**Band path of zincblende BAs: free waves, tight binding and the valley near X**

The table holds the three highest filled and two lowest empty Kohn–Sham levels of BAs along Γ–X–U, K–Γ–L–W–X, from r2SCAN with plane waves and PAW, without spin-orbit coupling. The program fits free waves with none, three or five Fourier components of the potential, and a nearest-neighbour sp³ tight-binding model, to all 22 rows. The root mean square errors are 2.26, 0.37 and 0.22 eV for the wave models and 0.84 eV for tight binding, which misses the fall of the conduction edge towards X. A two-level form fixed at X and row 4 puts the conduction minimum at 0.805 of Γ–X and 0.701 eV, against 0.696 eV at 0.8 in the calculation, whereas the five-component fit wrongly places it at X. The output also gives valley energies, finite-step masses and the isotropy of the summed valence curvature at Γ.

Kohn–Sham levels of zincblende BAs along Γ–X–U, K–Γ–L–W–X, computed with Ansatz 0.2.0 using r2SCAN, plane waves and PAW, scalar-relativistic and without spin polarisation, at fixed geometry. The wave cutoff is 500 eV, the k mesh for the density 10×10×10, and the Gaussian smearing 0.02 eV.

## The fit in Python

```python
# Table: Kohn-Sham levels (eV from the midgap Fermi level) of zincblende BAs along G-X-U|K-G-L-W-X; Ansatz 0.2.0, r2SCAN, PAW, no spin-orbit.
# Tested: free waves plus a few form factors, against nearest-neighbour sp3 tight binding; two-level model near X; trace rule at Gamma.
T = {
    'row': [1, 2, 3, 4, 5, 6, 7, 8, 9, 10, 11, 12, 13, 14, 15, 16, 17, 18, 19, 20, 21, 22],
    'band_distance': [0.0, 0.373, 0.747, 1.12, 1.373, 1.505, 1.637, 1.768, 2.066, 2.461, 2.857, 3.235, 3.558, 3.882, 4.205, 4.484, 4.748, 5.012, 5.256, 5.443, 5.63, 5.816],  # 1/angstrom
    'band_b3': [-0.695, -2.606, -5.848, -8.91, -9.636, -9.567, -9.44, -9.262, -8.465, -6.062, -2.594, -0.935, -4.074, -7.437, -9.663, -9.69, -9.315, -9.096, -9.212, -9.352, -9.539, -9.64],  # eV
    'band_b2': [-0.695, -2.146, -3.866, -4.802, -5.007, -5.564, -6.267, -6.776, -6.605, -4.589, -1.879, -0.741, -1.48, -2.233, -2.584, -3.433, -5.411, -6.522, -6.29, -5.937, -5.349, -4.941],  # eV
    'band_b1': [-0.695, -2.146, -3.866, -4.802, -4.908, -4.806, -4.604, -4.31, -3.37, -1.886, -0.897, -0.741, -1.48, -2.233, -2.584, -2.849, -3.868, -5.244, -5.999, -5.744, -5.279, -4.938],  # eV
    'band_a1': [2.724, 1.936, 0.971, 0.721, 0.979, 1.092, 1.297, 1.594, 2.525, 3.527, 3.043, 2.784, 2.76, 2.36, 2.158, 2.765, 3.597, 4.382, 4.85, 3.237, 1.759, 0.975],  # eV
    'band_a2': [2.724, 4.694, 3.525, 1.529, 1.122, 2.038, 3.509, 5.229, 6.801, 4.432, 3.146, 2.784, 3.746, 4.369, 4.352, 4.185, 4.315, 5.267, 5.38, 3.456, 1.874, 1.055],  # eV
}
import numpy as np
from scipy.constants import hbar, m_e, e
from scipy.optimize import least_squares as lsq
nm = ['b3', 'b2', 'b1', 'a1', 'a2']; D = np.array([T['band_'+x] for x in nm], float).T
# typed from further outputs of the same run: volume/atom, levels at X, L, path point 1, a1/a2 n steps before X, Gamma singlet, mesh minimum
a = (8*13.90102)**(1/3); X = np.array([-9.645, -4.921, -4.921, 0.939, 1.018]); L = np.array([-9.79, -2.599, -2.599, 2.15, 4.346])
p1 = np.array([-0.854, -0.837, -0.837]); sing = 4.160; cmesh = 12.10983-11.41432; b3near = [D[3, 0], -9.432, X[0]]
near = {0: X[3:], 1: [0.812, 1.218], 2: D[3, 3:], 3: [0.695, 1.918], 4: [0.731, 2.385], 5: [0.825, 2.925], 6: D[2, 3:]}
g = 2*np.pi/a; C = hbar**2/(2*m_e*e)*1e20; E0 = C*g*g; h = g/14
P = {k: np.array(v) for k, v in dict(G=[0, 0, 0], X=[0, 1, 0], U=[.25, 1, .25], K=[.75, .75, 0], L=[.5, .5, .5], W=[.5, 1, 0]).items()}
seg = [('G', 'X', 0), ('X', 'U', 14), ('K', 'G', 29), ('G', 'L', 43), ('L', 'W', 57), ('W', 'X', 71)]
ln = [g*np.linalg.norm(P[s[1]]-P[s[0]]) for s in seg]; ks, lab, dist = [], [], []
for r in T['row']:
    i = 4*(int(r)-1); j = max(n for n, s in enumerate(seg) if s[2] <= i); s = seg[j]; f = (i-s[2])/14
    ks.append(P[s[0]]+f*(P[s[1]]-P[s[0]])); lab.append(f'{s[0]}-{s[1]} {f:.2f}'); dist.append(sum(ln[:j])+f*ln[j])
ks = np.array(ks); R = range(-5, 6); Gs = np.array([[x, y, z] for x in R for y in R for z in R if x % 2 == y % 2 == z % 2])
def setup(k, cut=14.13):
    q = Gs[((Gs+k)**2).sum(1) < cut]; d = q[:, None]-q[None]; n = (d**2).sum(2); ph = np.pi/4*d.sum(2)
    return np.diag(E0*((q+k)**2).sum(1)), [(n == m)*np.cos(ph) for m in (3, 8, 11)]+[1j*(n == m)*np.sin(ph) for m in (3, 4)]
lev = lambda p, s: np.linalg.eigvalsh(s[0]+sum(x*m for x, m in zip(p, s[1])))[:8]
S = [setup(k) for k in ks]; epm = lambda p, S=S: np.array([lev(p, s)[1:6] for s in S])
dv = np.array([[1, 1, 1], [1, -1, -1], [-1, 1, -1], [-1, -1, 1]]); ph4 = np.exp(0.5j*np.pi*ks@dv.T); l = dv/3**.5
def tb(p):
    t = np.zeros((4, 4, 4)); t[:, 0, 0] = p[3]; t[:, 0, 1:] = p[4]*l; t[:, 1:, 0] = -p[5]*l
    t[:, 1:, 1:] = (p[6]-p[7])*l[:, :, None]*l[:, None, :]+p[7]*np.eye(3); B = np.einsum('kd,dij->kij', ph4, t)
    H = np.zeros((len(ks), 8, 8), complex)+np.diag([p[0], 0, 0, 0, p[1], p[2], p[2], p[2]])
    H[:, :4, 4:] = B; H[:, 4:, :4] = B.conj().transpose(0, 2, 1); return np.linalg.eigvalsh(H)[:, 1:6]
res = lambda E: E-D-(E-D).mean(); rms = lambda x: np.sqrt((x**2).mean())
fit = lambda f, st, n: min((lsq(lambda p: res(f(p)).ravel(), s, max_nfev=n, ftol=1e-5) for s in st), key=lambda o: o.cost).x
p3 = fit(epm, [[-3., .6, 1.1], [-5., 1.5, 1.3]], 25); p5 = fit(epm, [list(p3)+[.5, .5], list(p3)+[.5, -.5]], 15)
u = 2*C/(a*3**.5/4)**2; pt = fit(tb, [[-9, -4.5, 1.4, -1.4*u, 1.84*u, 1.84*u, 3.24*u, -.81*u]], 200)  # start: rough recalled values
print(f'a {a:.3f} A, 2pi/a {g:.4f} 1/A, hbar^2/2m {C:.3f} eV A^2, E0 {E0:.2f} eV; rounding of levels 0.0005 eV')
print('model (+ one shift): rms all, valence, conduction | worst | a1 row 4 - row 1, a1 and b1 row 19 - row 22 (eV)')
print(f'table: a1 {D[3,3]-D[0,3]:+.2f}; a1 {D[18,3]-D[21,3]:+.2f}, b1 {D[18,2]-D[21,2]:+.2f}')
for n, E in [('empty lattice', epm([])), ('3 symmetric V', epm(p3)), ('3 sym + 2 antisym V', epm(p5)), ('sp3 tight binding, 8 par', tb(pt))]:
    r = res(E); w = np.unravel_index(abs(r).argmax(), r.shape)
    print(f'{n}: {rms(r):.2f} {rms(r[:,:3]):.2f} {rms(r[:,3:]):.2f} | row {w[0]+1} {nm[w[1]]} {r[w]:+.2f} | {E[3,3]-E[0,3]:+.2f}; {E[18,3]-E[21,3]:+.2f}, {E[18,2]-E[21,2]:+.2f}')
print('V3s V8s V11s (eV):', np.round(p3, 2), '; with V3a V4a:', np.round(p5, 2), f'; rms at cutoff 24 E0, same V: {rms(res(epm(p5, [setup(k, 24.13) for k in ks]))):.2f}')
print('row, place, 5-V model minus table for b3 b2 b1 a1 a2 (eV)')
for i, r in enumerate(res(epm(p5))): print(f'{i+1:2d} {lab[i]}', ' '.join(f'{x:+.2f}' for x in r))
xs = np.linspace(.5, 1, 21); sc = [lev(p5, setup(x*P['X']))[4] for x in xs]; mG = lev(p5, S[0]); mX = lev(p5, setup(P['X']))
print('5-V model, Gamma conduction levels above valence top:', np.round(mG[4:]-mG[3], 2), f'; run: {D[0,3]-D[0,2]:.3f} x3, {sing-D[0,2]:.3f}')
print(f'5-V model: minimum at {xs[np.argmin(sc)]:.3f} X, gap {min(sc)-mG[3]:.2f}; a2-a1 at X {mX[5]-mX[4]:.2f} (run {X[4]-X[3]:.3f}); b3-b4 at X {mX[1]-mX[0]:.2f} eV')
v0 = D[0, 2]
print(f'a1 above valence top: mesh min at 0.8 X {cmesh-v0:.3f}, row 4 {D[3,3]-v0:.3f}, X {X[3]-v0:.3f}, L {L[3]-v0:.3f}, U {D[7,3]-v0:.3f}, Gamma {D[0,3]-v0:.3f} eV')
print('Gamma to X change b3..a2:', np.round(X-D[0], 2), f'(free waves {-2*E0:.2f} for b3, {-E0:.2f} others); Gamma to L:', np.round(L-D[0], 2))
print('X to U change b3..a2:', np.round(D[7]-X, 3), f'; free rise E0/8 {E0/8:.3f} eV; last two b3 steps into X', np.round(np.diff(b3near), 3))
mean = {n: np.mean(v) for n, v in near.items()}; half = {n: (v[1]-v[0])/2 for n, v in near.items()}
A = (mean[2]-mean[0])/(2*h)**2; v = np.sqrt(half[2]**2-half[0]**2)/(2*h)
two = lambda k, s: mean[0]+A*k*k+s*np.sqrt((v*k)**2+half[0]**2); kk = np.linspace(0, 6*h, 2001); km = kk[two(kk, -1).argmin()]
print(f'two-level near X (from X and row 4): A {A:.2f} eV A^2 (mass {C/A:.2f}), v {v:.2f} eV A; minimum {two(km,-1):.3f} eV at {1-km/g:.3f} X; run {cmesh:.3f} at 0.8 X')
for s, c in [(-1, 0), (1, 1)]: print(f' {nm[3+c]} model minus run, steps 1,3,4,5,6 from X:', ' '.join(f'{two(n*h,s)-near[n][c]:+.3f}' for n in (1, 3, 4, 5, 6)))
At = (D[21, 3:]-X[3:])/(ln[5]/14)**2; Am = C+(2*C*g)**2/(mean[0]-X[2])
print('transverse at X towards W, a1 a2: curvature', np.round(At, 1), 'eV A^2 (rounding 0.5), mass', np.round(C/At, 2), f'; free two-level {Am:.1f}, mass {C/Am:.2f}')
cD = (D[0, :3]-p1)/h**2; cL = (D[0, :3]-D[11, :3])/(ln[3]/14)**2
print('hole masses b3 b2 b1, first step: to X', np.round(C/cD, 2), ', to L', np.round(C/cL, 2))
print(f'summed downward curvature: to X {cD.sum():.1f}, to L {cL.sum():.1f} eV A^2 (rounding about 0.4)')
assert abs(np.array(dist)-np.array(T['band_distance'])).max() < 0.002
assert all(abs(D[i, 1]-D[i, 2]) < 0.0015 for i in (0, 1, 2, 3, 11, 12, 13, 14)) and D[:, 2].argmax() == 0
assert D[:, 3].argmin() == 3 and X[3] < L[3] < D[0, 3] and 0.7 < 1-km/g < 0.9
assert abs(cD.sum()/cL.sum()-1) < 0.05
```

Printed output:

```
a 4.809 A, 2pi/a 1.3066 1/A, hbar^2/2m 3.810 eV A^2, E0 6.50 eV; rounding of levels 0.0005 eV
model (+ one shift): rms all, valence, conduction | worst | a1 row 4 - row 1, a1 and b1 row 19 - row 22 (eV)
table: a1 -2.00; a1 +3.87, b1 -1.06
empty lattice: 2.26 2.09 2.49 | row 3 a2 -5.59 | -6.37; +6.97, -4.18
3 symmetric V: 0.37 0.31 0.45 | row 15 a2 -1.42 | -1.92; +4.06, -1.15
3 sym + 2 antisym V: 0.22 0.11 0.31 | row 15 a2 -1.04 | -2.18; +4.50, -0.72
sp3 tight binding, 8 par: 0.84 0.40 1.24 | row 22 a2 +2.21 | +0.03; -0.00, -0.00
V3s V8s V11s (eV): [-2.82  3.12  2.01] ; with V3a V4a: [-5.77  2.84 -0.6  -1.99 -0.21] ; rms at cutoff 24 E0, same V: 0.22
row, place, 5-V model minus table for b3 b2 b1 a1 a2 (eV)
 1 G-X 0.00 -0.00 -0.00 -0.00 +0.25 +0.25
 2 G-X 0.29 -0.24 -0.04 -0.04 +0.35 +0.47
 3 G-X 0.57 -0.34 -0.04 -0.04 +0.39 -0.56
 4 G-X 0.86 -0.23 -0.02 -0.02 +0.07 +0.01
 5 X-U 0.14 -0.06 -0.03 -0.02 -0.15 +0.28
 6 X-U 0.43 -0.06 +0.01 -0.02 -0.01 +0.13
 7 X-U 0.71 -0.05 +0.06 -0.02 -0.00 +0.13
 8 X-U 1.00 -0.05 +0.08 -0.01 -0.05 +0.25
 9 K-G 0.21 -0.11 +0.04 +0.02 -0.30 +0.20
10 K-G 0.50 -0.25 +0.02 +0.15 -0.29 +0.23
11 K-G 0.79 -0.19 -0.02 +0.06 +0.23 +0.19
12 G-L 0.07 -0.04 -0.00 -0.00 +0.25 +0.25
13 G-L 0.36 -0.19 +0.04 +0.04 +0.15 +0.19
14 G-L 0.64 -0.10 +0.10 +0.10 +0.00 -0.62
15 G-L 0.93 +0.11 +0.20 +0.20 -0.09 -1.04
16 L-W 0.21 +0.11 +0.03 +0.13 -0.08 -0.77
17 L-W 0.50 +0.05 -0.08 +0.03 -0.14 -0.29
18 L-W 0.79 -0.02 -0.02 +0.11 +0.21 -0.15
19 W-X 0.07 -0.02 -0.17 +0.29 +0.42 +0.09
20 W-X 0.36 -0.03 -0.14 +0.22 +0.07 +0.08
21 W-X 0.64 -0.06 -0.09 +0.09 -0.09 +0.21
22 W-X 0.93 -0.07 -0.06 -0.05 -0.21 +0.30
5-V model, Gamma conduction levels above valence top: [3.67 3.67 3.67 4.77] ; run: 3.419 x3, 4.855
5-V model: minimum at 1.000 X, gap 1.40; a2-a1 at X 0.62 (run 0.079); b3-b4 at X 3.93 eV
a1 above valence top: mesh min at 0.8 X 1.391, row 4 1.416, X 1.634, L 2.845, U 2.289, Gamma 3.419 eV
Gamma to X change b3..a2: [-8.95 -4.23 -4.23 -1.78 -1.71] (free waves -13.01 for b3, -6.50 others); Gamma to L: [-9.09 -1.9  -1.9  -0.57  1.62]
X to U change b3..a2: [ 0.383 -1.855  0.611  0.655  4.211] ; free rise E0/8 0.813 eV; last two b3 steps into X [-0.522 -0.213]
two-level near X (from X and row 4): A 4.20 eV A^2 (mass 0.91), v 2.15 eV A; minimum 0.701 eV at 0.805 X; run 0.696 at 0.8 X
 a1 model minus run, steps 1,3,4,5,6 from X: -0.002 +0.009 +0.028 +0.063 +0.119
 a2 model minus run, steps 1,3,4,5,6 from X: +0.002 -0.005 -0.015 -0.025 -0.021
transverse at X towards W, a1 a2: curvature [16.5 17. ] eV A^2 (rounding 0.5), mass [0.23 0.22] ; free two-level 20.6, mass 0.18
hole masses b3 b2 b1, first step: to X [0.21 0.23 0.23] , to L [0.1  0.54 0.54]
summed downward curvature: to X 50.9, to L 50.8 eV A^2 (rounding about 0.4)
```
